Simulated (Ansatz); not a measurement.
# Cu(111) with 4 layers of random Cu-Os, 2x2: scattering by chemical disorder, part 2 of 2

How strongly does chemical disorder scatter in Cu(111) with 4 layers of random Cu-Os, 2x2?

Ansatz 0.2.0; Ansatz plane-wave DFT, PBE, PAW files; ballistic transport by layer matching (Landauer), zero bias; PAW set soft_1.

So far. Step 3 (With 8 alloy layers): Over the solved energies the transmission per spin lies between 0.996 and 1.02, out of 3.20 channels of the lead on average (up to 3.21). The log calls the step of a lead's potential too much.

## (4) With 12 alloy layers

In 12 layers a share of 0.75 of the sites is given to Os at random. A fresh draw is used; the growth of the resistance with length is what counts.

System of this step: Cu(111) with 12 layers of random Cu-Os, 2x2. The cell holds 72 atoms: 36 Cu and 36 Os. Its edges and angles: a = 5.112 Å, b = 5.112 Å, c = 37.568 Å, α = 90.0°, β = 90.0°, γ = 120.0°. It derives from Cu. Regions: lead, 24 atoms (24 Cu); scattering region, 48 atoms (36 Os and 12 Cu). The structure is stacked along c, and the current runs across the ab planes.

input.yaml

```yaml
crystal:
  lattice:
    - [5.1123254594, 0.0, 0.0]
    - [-2.5561627297, 4.4274037203, 0.0]
    - [0.0, 0.0, 37.567766324]
  atoms:
    - { symbol: Cu, position: [0.0, 0.0, 0.0277777778] }
    - { symbol: Cu, position: [0.0, 0.5, 0.0277777778] }
    - { symbol: Cu, position: [0.5, 0.0, 0.0277777778] }
    - { symbol: Cu, position: [0.5, 0.5, 0.0277777778] }
    - { symbol: Cu, position: [0.1666666667, 0.3333333333, 0.0833333333] }
    - { symbol: Cu, position: [0.1666666667, 0.8333333333, 0.0833333333] }
    - { symbol: Cu, position: [0.6666666667, 0.3333333333, 0.0833333333] }
    - { symbol: Cu, position: [0.6666666667, 0.8333333333, 0.0833333333] }
    - { symbol: Cu, position: [0.3333333333, 0.1666666667, 0.1388888889] }
    - { symbol: Cu, position: [0.3333333333, 0.6666666667, 0.1388888889] }
    - { symbol: Cu, position: [0.8333333333, 0.1666666667, 0.1388888889] }
    - { symbol: Cu, position: [0.8333333333, 0.6666666667, 0.1388888889] }
    - { symbol: Os, position: [0.0, 0.0, 0.1944444444] }
    - { symbol: Os, position: [0.0, 0.5, 0.1944444444] }
    - { symbol: Os, position: [0.5, 0.0, 0.1944444444] }
    - { symbol: Os, position: [0.5, 0.5, 0.1944444444] }
    - { symbol: Os, position: [0.1666666667, 0.3333333333, 0.25] }
    - { symbol: Os, position: [0.1666666667, 0.8333333333, 0.25] }
    - { symbol: Cu, position: [0.6666666667, 0.3333333333, 0.25] }
    - { symbol: Os, position: [0.6666666667, 0.8333333333, 0.25] }
    - { symbol: Os, position: [0.3333333333, 0.1666666667, 0.3055555556] }
    - { symbol: Os, position: [0.3333333333, 0.6666666667, 0.3055555556] }
    - { symbol: Os, position: [0.8333333333, 0.1666666667, 0.3055555556] }
    - { symbol: Os, position: [0.8333333333, 0.6666666667, 0.3055555556] }
    - { symbol: Os, position: [0.0, 0.0, 0.3611111111] }
    - { symbol: Cu, position: [0.0, 0.5, 0.3611111111] }
    - { symbol: Os, position: [0.5, 0.0, 0.3611111111] }
    - { symbol: Os, position: [0.5, 0.5, 0.3611111111] }
    - { symbol: Os, position: [0.1666666667, 0.3333333333, 0.4166666667] }
    - { symbol: Os, position: [0.1666666667, 0.8333333333, 0.4166666667] }
    - { symbol: Os, position: [0.6666666667, 0.3333333333, 0.4166666667] }
    - { symbol: Os, position: [0.6666666667, 0.8333333333, 0.4166666667] }
    - { symbol: Os, position: [0.3333333333, 0.1666666667, 0.4722222222] }
    - { symbol: Os, position: [0.3333333333, 0.6666666667, 0.4722222222] }
    - { symbol: Os, position: [0.8333333333, 0.1666666667, 0.4722222222] }
    - { symbol: Cu, position: [0.8333333333, 0.6666666667, 0.4722222222] }
    - { symbol: Cu, position: [0.0, 0.0, 0.5277777778] }
    - { symbol: Os, position: [0.0, 0.5, 0.5277777778] }
    - { symbol: Cu, position: [0.5, 0.0, 0.5277777778] }
    - { symbol: Cu, position: [0.5, 0.5, 0.5277777778] }
    - { symbol: Os, position: [0.1666666667, 0.3333333333, 0.5833333333] }
    - { symbol: Os, position: [0.1666666667, 0.8333333333, 0.5833333333] }
    - { symbol: Os, position: [0.6666666667, 0.3333333333, 0.5833333333] }
    - { symbol: Os, position: [0.6666666667, 0.8333333333, 0.5833333333] }
    - { symbol: Os, position: [0.3333333333, 0.1666666667, 0.6388888889] }
    - { symbol: Os, position: [0.3333333333, 0.6666666667, 0.6388888889] }
    - { symbol: Os, position: [0.8333333333, 0.1666666667, 0.6388888889] }
    - { symbol: Os, position: [0.8333333333, 0.6666666667, 0.6388888889] }
    - { symbol: Cu, position: [0.0, 0.0, 0.6944444444] }
    - { symbol: Cu, position: [0.0, 0.5, 0.6944444444] }
    - { symbol: Os, position: [0.5, 0.0, 0.6944444444] }
    - { symbol: Cu, position: [0.5, 0.5, 0.6944444444] }
    - { symbol: Os, position: [0.1666666667, 0.3333333333, 0.75] }
    - { symbol: Cu, position: [0.1666666667, 0.8333333333, 0.75] }
    - { symbol: Os, position: [0.6666666667, 0.3333333333, 0.75] }
    - { symbol: Os, position: [0.6666666667, 0.8333333333, 0.75] }
    - { symbol: Cu, position: [0.3333333333, 0.1666666667, 0.8055555556] }
    - { symbol: Os, position: [0.3333333333, 0.6666666667, 0.8055555556] }
    - { symbol: Cu, position: [0.8333333333, 0.1666666667, 0.8055555556] }
    - { symbol: Os, position: [0.8333333333, 0.6666666667, 0.8055555556] }
    - { symbol: Cu, position: [0.0, 0.0, 0.8611111111] }
    - { symbol: Cu, position: [0.0, 0.5, 0.8611111111] }
    - { symbol: Cu, position: [0.5, 0.0, 0.8611111111] }
    - { symbol: Cu, position: [0.5, 0.5, 0.8611111111] }
    - { symbol: Cu, position: [0.1666666667, 0.3333333333, 0.9166666667] }
    - { symbol: Cu, position: [0.1666666667, 0.8333333333, 0.9166666667] }
    - { symbol: Cu, position: [0.6666666667, 0.3333333333, 0.9166666667] }
    - { symbol: Cu, position: [0.6666666667, 0.8333333333, 0.9166666667] }
    - { symbol: Cu, position: [0.3333333333, 0.1666666667, 0.9722222222] }
    - { symbol: Cu, position: [0.3333333333, 0.6666666667, 0.9722222222] }
    - { symbol: Cu, position: [0.8333333333, 0.1666666667, 0.9722222222] }
    - { symbol: Cu, position: [0.8333333333, 0.6666666667, 0.9722222222] }
kpoints:
  mp_grid: { grid: [5, 5, 1] }
hamiltonian:
  xc: pbe
  pseudopotentials: { kind: paw, azcp: { folder: soft_1 } }
scf:
  occupations: { method: fermi_dirac, width: 0.1 }
output:
  transmission:
    leads: [[0, 4]]
    kmesh: [10, 10]
    e_range: [-0.05, 0.05]
    de: 0.05
  write_potential: true
  write_density: true
  volumetric_format: npy
```

Launch:

```
ansatz run input.yaml --threads 4 --pin off --max-ram 15360MiB --backend cpu --events-out ev --progress --plain --runs-dir out
```

Numbers of over 12 decimals in the logs are rounded to 6 here.

The log of the run:

```text
[...]
Crystal: 72 atoms, lattice volume = 850.321 Å³
Basis set: ecut = 420 eV, 16727 PW (Γ)
Bands: 756, of which v1, the nominal top of the filled ones, is band 630 counted from 1 (629 counted from 0)
Symmetry: 1 space group operations
[...]
k-points: 13 of 25 (time reversal used)
[...]
SCF iter   1: F=—  HF=-648396.665954 eV  |F-HF|=—  |Δ(HF+E_count)|=         —  Δρ=2.15e-1  dr2=2.91e3  ethr=3.10e-3  ⟨swp⟩=5.0  Hψ=32675  notcnv=0  defer=277
[...]
SCF iter  18: F=-648363.485315 eV  HF=-648363.485315 eV  |F-HF|=8.95e-8  |Δ(HF+E_count)|=   1.14e-8  Δρ=1.27e-6  dr2=9.49e-8  ethr=7.94e-12  ⟨swp⟩=8.2  Hψ=29788  notcnv=0
SCF 1 converged in 18 iterations: F = -648363.485315 eV  dr2 = 9.49e-8
[...]
transmission: 351 of 3432 steps passed
transmission: 693 of 3432 steps passed
[...]
transmission: 3432 of 3432 steps passed
SCF converged after 18 iterations
Free energy (F): -648363.485315 eV
[...]
Internal energy: -648361.970121 eV  (E = F + TS)
E sigma→0 (E₀):  -648362.727718 eV
Entropy (-TS):   -1.515194 eV (-21.044 meV/atom)
Fermi energy:    24.060892 eV
[...]
--- Band table (eV; the first three rows and the last of 13) ---
  k-point 0: bands = [... 626 lower, 24.5700, 24.6190, 24.6469, 24.6983, 24.7358, 24.7414, 24.7781, 24.8289, ... 122 higher]
  k-point 1: bands = [... 626 lower, 24.2499, 24.2969, 24.3488, 24.3737, 24.4148, 24.4775, 24.5172, 24.5607, ... 122 higher]
  k-point 2: bands = [... 626 lower, 23.7764, 23.8186, 23.8483, 23.8806, 23.9133, 23.9450, 23.9875, 24.0347, ... 122 higher]
  k-point 12: bands = [... 626 lower, 23.7915, 23.8188, 23.9043, 23.9110, 23.9775, 24.0299, 24.0851, 24.1152, ... 122 higher]
--- Transmission ---
  basis      : 199 plane waves across, 66 finite elements along
  points     : 52, standing for a mesh of 10 x 10
[...]
channels       : 3.210000e0 a spin
[...]
junction   : crystal 0 to crystal 0, 0.70 to 36.18 Å
    transmission   : 8.521292e-1 a spin
[...]
```

Run time: 31 min. Hardware: 4 threads of Arm Neoverse V1, shared host; peak memory 8.9 GiB; 1.9 h of CPU time.

This step gave:

```
free energy                                   : -648363.4853 eV
energy at zero smearing                       : -648362.7277 eV
Fermi energy                                  : 24.06 eV
transmission per spin nearest the Fermi level : 0.8521
step of the lead's potential                  : 26.8 meV
```

Per spin. Table of transmission, zone mean by energy, zero at the Fermi level:

| energy (eV) | transmission, zone mean |
| --- | --- |
| -0.0500 | 0.867 |
| 0.0000 | 0.852 |
| 0.0500 | 0.816 |

Over the solved energies the transmission per spin lies between 0.816 and 0.867, out of 3.20 channels of the lead on average (up to 3.21). The log calls the step of a lead's potential too much.

## (5) Resistance against length

This step: Ansatz plane-wave DFT, PBE, PAW files; ballistic transport by layer matching (Landauer), zero bias; residual resistivity from the slope of the area resistance, atoms on the host's lattice; PAW set soft_1 (Ansatz 0.2.0).

Numbers from this step:

| Quantity | Value |
| --- | --- |
| resistivity | 79.26 µΩ cm |
| intercept | 0.5953 fΩ m² |
| scatter about the fit | 0.05027 fΩ m² |

Resistance, by row:

| run | length (Å) | T | channels N | RA (fΩ m²) |
| --- | --- | --- | --- | --- |
| n4 | 8.348 | 1.368 | 3.197 | 1.221 |
| n8 | 16.7 | 1.007 | 3.203 | 1.99 |
| n12 | 25.05 | 0.8451 | 3.203 | 2.545 |

Table of area resistance by length of the alloy:

| length of the alloy (Å) | area resistance (fΩ m²) |
| --- | --- |
| 8.35 | 1.22 |
| 16.70 | 1.99 |
| 25.05 | 2.54 |

The area resistance goes from 1.2 to 2.5 fΩ m² between 8.3 and 25.0 Å, a slope of 79 µΩ cm.

By hand from the end points: (2.545 − 1.221) fΩ m² / (25.05 − 8.35) Å = 79 µΩ cm, since 1 fΩ m² per Å is 1000 µΩ cm.

## (6) Results

- resistivity from the slope: 79.3 µΩ cm
- area resistance over 8.35 Å: 1.22 fΩ m²
- area resistance over 16.7 Å: 1.99 fΩ m²
- area resistance over 25.0 Å: 2.54 fΩ m²

In words: The slope gives 79 µΩ cm. The points scatter by 0.050 fΩ m² about the line, with one random draw a length in a 2x2 cell, so the slope is a rough value. Read with a model of isotropic scattering on a spherical Fermi surface and the lead's 1.1×10¹⁵ S/m², this slope means a mean free path near 8.7 Å (a rough figure, since the alloy's own channel count differs); over these lengths the model's slope is within 3 % of its bulk resistivity. The atoms sit on the host's lattice, so scattering by size misfit is left out. With 75 % of Os, whose own structure is another, this is a hypothetical phase. Spin-orbit coupling is left out, which matters for Os. A lead's potential steps by up to 29 meV from period to period, which the log calls too much, so longer leads could move the result.

[Logs are printed without paths, hosts, clocks, repeated set-up lines and the standing remarks that a program may print on its own settings, such as how far it seeks lower states.]

[Hosts, paths, dates, database ids (printed as entryN), source tags and the programs' standing remarks are cut or masked in the printed files.]
